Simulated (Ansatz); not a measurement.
ScAlN2, ordered on the rocksalt lattice (R-3m) with 4 atoms a cell, relaxed with r2SCAN, was run in the PAW code Ansatz under altered settings. All numbers are computed, without spin polarisation but where a row says otherwise.

```yaml
crystal:
  lattice:
    - [1.51847, 0.87669, 4.91539]
    - [-1.51847, 0.87669, 4.91539]
    - [0.00000, -1.75337, 4.91539]
  atoms:
    - { symbol: Sc, position: [0.00000, 0.00000, 0.00000] }
    - { symbol: Al, position: [0.50000, 0.50000, 0.50000] }
    - { symbol: N, position: [0.24331, 0.24331, 0.24331] }
    - { symbol: N, position: [0.75669, 0.75669, 0.75669] }
```

The base run's other keys:
```yaml
kpoints:
  mp_grid: { grid: [4, 4, 4] }
hamiltonian:
  xc: hse06
scf:
  occupations: { method: fixed }
  n_extra_bands: 5
```

It takes 16 iterations with 773 plane waves at 420 eV and 13 k points, and leaves a mean stress of -1.52 GPa. The gap over this mesh is 1.892 eV.

Outcomes, with energy and stress as changes against the base:
```csv
setting,outcome,ΔF (meV/atom),Δ mean stress (GPa),gap on the mesh (eV),iterations
"PBE hybrid, exx coeff 0.2, omega 0.2078 1/Å",converged,–,+1.0,1.650,14
"PBE hybrid, exx coeff 0.35, unscreened",converged,–,-1.9,3.393,20
scf.convergence.dr2_threshold: 0.0001,"converged, warned",0.0,0.0,1.892,18
accuracy: high,converged,0.0,0.0,1.892,16
```
A dash marks a value that wasn't obtained or can't be compared. Stress is positive in compression.

- PBE hybrid, exx coeff 0.2, omega 0.2078 1/Å. That is 20 % exact exchange, screened with ω = 0.2078 1/Å, against HSE06's 25 % screened at 0.208 1/Å. The mean stress moves by +1.0 GPa and the gap on the mesh by -0.242 eV (to 1.650). Totals of different functionals aren't comparable.
- PBE hybrid, exx coeff 0.35, unscreened. That is 35 % exact exchange, at all ranges, against HSE06's 25 % screened at 0.208 1/Å. The mean stress moves by -1.9 GPa and the gap on the mesh by +1.501 eV (to 3.393). Totals of different functionals aren't comparable.
- scf.convergence.dr2_threshold: 0.0001. It converges in 18 iterations against the base's 16. Even so loose a threshold leaves the results unchanged here, which can't be counted on. Warned: force scf threshold loose.

Within 1 meV an atom, 0.1 GPa and 0.005 eV of the base stay: scf.convergence.dr2_threshold: 0.0001; accuracy: high.

The meshes of the hybrids are coarse, so their gaps aren't converged to the digits shown.
